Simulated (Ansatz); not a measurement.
Seebeck coefficient (μV/K, mean over directions) of n-type GeTe (R3m) against carrier density, Ansatz (a quantum-chemistry and plane-wave program) with r2SCAN with spin-orbit coupling, rigid bands. Computed gap 0.47 eV; densities at which minority carriers matter at this gap, or further valleys turn the trend, are left out. Conductivity mass 0.198 mₑ (harmonic mean over directions), N_c = 1.5e19 cm⁻³ at 300 K.

```json
[
 {"electron density": "3e18 cm⁻³", "300 K": "-350", "500 K": "-428"},
 {"electron density": "1e19 cm⁻³", "300 K": "(withheld)", "500 K": "-327"},
 {"electron density": "3e19 cm⁻³", "300 K": "-167", "500 K": "-239"},
 {"electron density": "1e20 cm⁻³", "300 K": "(withheld)", "500 K": "-159"},
 {"electron density": "3e20 cm⁻³", "300 K": "-65", "500 K": "(withheld)"},
 {"electron density": "1e21 cm⁻³", "300 K": "-62", "500 K": "-102"}
]
```

**Question.** Some entries are withheld; supply them.

**Answer.** 
- 1e19 cm⁻³, 300 K: -250
- 1e20 cm⁻³, 300 K: -96
- 3e20 cm⁻³, 500 K: -117

Rigid bands with a gap fixed in temperature, one relaxation time for all states, no polarons or phonon drag, and whether or not such doping can be reached.
